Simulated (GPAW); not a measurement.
The system is HfC.

```
Hf C
1.0
     3.34287    0.00000    0.00000
    -1.67143    2.89501    0.00000
     0.00000    0.00000    5.20271
Hf C
2 2
Direct
  0.33333 0.66667 0.25000
  0.66667 0.33333 0.75000
  0.00000 0.00000 0.50000
  0.00000 0.00000 0.00000
```

The cell comes from a database or a generator and needn't be the stable form of this composition.

```yaml
Program: GPAW 26.7.0
Task: relaxation of cell and atoms
Functional: PBEsol
Dispersion: D3(BJ)
Potentials_or_basis: PAW data sets generated in the run's folder for this functional
Cutoff: 800 eV
Basis: pw
k_mesh: 6 × 6 × 4
Occupations: fermi-dirac, width 0.05 eV
Spin: no spin polarisation
```

At the start: pressure -10.9 GPa; volume 12.59 Å³/atom.

How do energy, volume and symmetry change on relaxing?

Over 8 steps the energy falls by 21.5 meV/atom and the volume is 12.04 Å³/atom (-4.4 %); space group P6_3/mmc (No. 194, to 0.05 Å).

The path:
```
step  energy change (eV)  largest force (eV/Å)  pressure (GPa)  volume (Å³)
   1              0.0000                0.0000          -10.91        50.35
   2             -0.0293                0.0000           -8.86        49.89
   3             -0.0823                0.0000            0.77        47.98
   4             -0.0830                0.0000            0.27        48.07
   5             -0.0843                0.0000           -0.31        48.18
   6             -0.0855                0.0000           -0.60        48.24
   7             -0.0858                0.0000           -0.34        48.20
   8             -0.0859                0.0000           -0.06        48.15
```

Final structure:
```cif
data_structure
_symmetry_space_group_name_H-M 'P 1'
_symmetry_Int_Tables_number 1
_cell_length_a 3.2736
_cell_length_b 3.2736
_cell_length_c 5.1878
_cell_angle_alpha 90.000
_cell_angle_beta 90.000
_cell_angle_gamma 120.000
_cell_volume 48.15
loop_
_atom_site_label
_atom_site_type_symbol
_atom_site_fract_x
_atom_site_fract_y
_atom_site_fract_z
_atom_site_occupancy
Hf1 Hf 0.33333 0.66667 0.25000 1
Hf2 Hf 0.66667 0.33333 0.75000 1
C1 C 0.00000 0.00000 0.50000 1
C2 C 0.00000 0.00000 0.00000 1
```

Caveat: the k mesh is coarse (spacing up to 0.36 Å⁻¹), so the values aren't converged; later steps reuse the first step's grids; pairwise dispersion overbinds metals, which lowers pressure and volume.
